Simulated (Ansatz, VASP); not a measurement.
Ir in VASP and in Ansatz

```xyz
12
Lattice="5.4739 0.0000 0.0000 -2.7370 4.7406 0.0000 0.0000 0.0000 20.4694" Properties=species:S:1:pos:R:3 pbc="T T T"
Ir    1.3685    0.7901    8.0000
Ir    0.0000    3.1604    8.0000
Ir    4.1055    0.7901    8.0000
Ir    2.7370    3.1604    8.0000
Ir    2.7370    1.5802   10.1741
Ir    1.3685    3.9505   10.1741
Ir    0.0000    1.5802   10.1741
Ir   -1.3685    3.9505   10.1741
Ir   -1.3685    2.3703   12.3483
Ir    0.0000    0.0000   12.3483
Ir    1.3685    2.3703   12.3483
Ir    2.7370    0.0000   12.3483
```

Alike in both runs: functional PBE; k mesh 4 × 4 × 1; occupations gaussian, width 0.1 eV; no spin polarisation.

Ansatz relaxed the structure, and its values are those at the end. VASP's run is a single point on that final structure, the one shown.

```csv
,VASP,Ansatz
version,VASP 6.6.1,Ansatz 0.2.0
potentials or method,"VASP PAW PBE potentials, release 64 (Ir)","scalar-relativistic, plane waves, PAW"
plane-wave cutoff (eV),520,420
valence electrons in the cell,108,204
```

Ansatz gave:

| Property | Result |
| --- | --- |
| gap on the k mesh at the Fermi level (eV) | none |
| rms of the force components (eV/Å) | 0.000 |

Q: Estimate VASP's values.

A: gap on the k mesh at the Fermi level (eV): none; rms of the force components (eV/Å): 0.018.

A gap of «none» marks a metal or a gap that the smearing closes. The two sets of potentials don't hold the same shells in valence. Ansatz warned: «xc_potential_rough_in_thin_density».

Spin-orbit coupling is left out, which matters for the levels of Ir.
